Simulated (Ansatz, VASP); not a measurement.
## Sr in VASP and in Ansatz

Contents of INCAR:

```
SYSTEM = Sr
PREC = Accurate ; ENCUT = 520
EDIFF = 1E-7 ; ISMEAR = -1
SIGMA = 0.1 ; LREAL = .False.
LASPH = .True. ; NELM = 60
ALGO = Normal ; ISIF = 2
LWAVE = .False. ; LCHARG = .False.
GGA = RP ; NBANDS = 17
```

File KPOINTS:

```
Automatic mesh
0
Gamma
  6 6 6
  0 0 0
```

Contents of POSCAR:

```
Sr
1.0
    0.0000000000      4.7955281460      4.7955281460
    4.7955281460      0.0000000000      4.7955281460
    4.7955281460      4.7955281460      0.0000000000
Sr
2
Direct
    0.1250000000      0.1250000000      0.1250000000
    0.8750000000      0.8750000000      0.8750000000
```

Input for Ansatz:

```yaml
crystal:
  lattice:
    - [0.0, 4.795528146, 4.795528146]
    - [4.795528146, 0.0, 4.795528146]
    - [4.795528146, 4.795528146, 0.0]
  atoms:
    - { symbol: Sr, position: [0.125, 0.125, 0.125] }
    - { symbol: Sr, position: [0.875, 0.875, 0.875] }
hamiltonian:
  xc: rpbe
  pseudopotentials:
    kind: paw
    azcp:
      Sr: "pseudopotentials/Sr.paw.azcp"
basis:
  ecutwfc: 420
  fft_grid_basis: typed
kpoints:
  mp_grid: { grid: [6, 6, 6], shift: [0, 0, 0] }
magnetization:
  spin_polarized: false
scf:
  occupations: { method: fermi_dirac, width: 0.1 }
  lower_state_search: "off"
output:
  stress: true
```

Alike in both runs: task single point; functional RPBE; k mesh 6 × 6 × 6; occupations fermi-dirac, width 0.1 eV; no spin polarisation.

|  | VASP | Ansatz |
| --- | --- | --- |
| version | VASP 6.6.1 | Ansatz 0.2.0 |
| potentials or method | VASP PAW PBE potentials, release 64 (Sr_sv) | plane waves (420 eV) with PAW, scalar-relativistic |
| plane-wave cutoff (eV) | 520 | 420 |
| valence electrons in the cell | 20 | 20 |

|  | VASP | Ansatz | Ansatz less VASP |
| --- | --- | --- | --- |
| pressure (GPa) | 0.2 | 0.2 | 0.00 |

Caveats: the PAW data sets were made with another functional, which shifts forces and pressure a little (VASP).
